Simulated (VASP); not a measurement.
Crystal: C.

```
CELL_PARAMETERS angstrom
0.00000 1.77745 1.77745
1.77745 0.00000 1.77745
1.77745 1.77745 0.00000
ATOMIC_POSITIONS crystal
C 0.50000 0.50000 0.50000
C 0.75000 0.75000 0.75000
```

This isn't the form of C at room conditions, which is graphite.

Base run:

```yaml
Program: VASP 6.6.1
Functional: r2SCAN
Potentials_or_basis: VASP PAW PBE potentials, release 64 (C)
Cutoff: 520 eV
k_mesh: 12 × 12 × 12
Occupations: gaussian, width 0.02 eV
Spin: no spin polarisation
```

Its results: band gap on the k mesh 4.37 eV, indirect (least direct gap 5.86 eV).

The run is repeated on the same cell with these changes: functional from r2SCAN to TB-mBJ. What comes out?

Band gap on the k mesh 5.00 eV, indirect (least direct gap 6.65 eV).

Not every run made on this cell is shown here.
